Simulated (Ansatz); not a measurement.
# CsPbBr3: energy along a strain

CsPbBr3, Pm-3m, a = 5.870 Å (as given, not relaxed at this level: 1.5 GPa). The structure is a COD entry; whether it is the stable form wasn't checked. Ansatz: PBE, PAW, 420 eV, Γ-centred 6×6×6 mesh on 5 atoms, Gaussian smearing 0.05 eV; no spin polarisation. Cell vectors (Å): 5.870 0.000 0.000; 0.000 5.870 0.000; 0.000 0.000 5.870. The cell is strained by x per cent times the pattern (0 1 0 0 0 0) in the order xx yy zz yz xz xy (engineering shears), with fractional coordinates held. y is the free energy over the start, V0 = 40.452 Å³/atom.

| x (%) | y (meV/atom) |
| --- | --- |
| -6.00 | ? |
| -4.50 | 34.03 |
| -3.00 | 18.36 |
| -1.50 | 7.24 |
| 0.00 | 0.00 |
| 1.50 | -3.98 |
| 3.00 | -5.21 |
| 4.50 | -4.14 |
| 5.25 | -2.87 |
| 6.00 | -1.16 |

Task: Fit y = c1 x + c2 x² + c3 x³ to the other rows, get the stiffness along the pattern, and predict the missing energy.

Result: Least squares on the rows shown. y = −3.7094 x + 0.73800 x² − 0.025612 x³. The clamped-ion stiffness p·C·p = 2 × 7.380 eV × 160.2 / 40.452 Å³ = 58 GPa, which is C22 in these axes (C11 of the cubic crystal) (second derivative at the start, which stands under stress). At x = -6.00 the fit asked for gives 54.36 meV/atom. The run gave 55.06 meV/atom, so the fit is 0.70 meV/atom too low, 1.2 % of the span of the series, against an rms of 0.06 meV/atom on the fitted rows. The row lies outside the fitted range. With a term in x⁴ added, a fit to the same known rows predicts 55.01 meV/atom, so most of the miss is curvature that the known rows already hold.

Spin–orbit coupling is left out, which can shift energies with elements as heavy as these.

Symmetry holds off the tilts and polar distortions that many cubic perovskites undergo.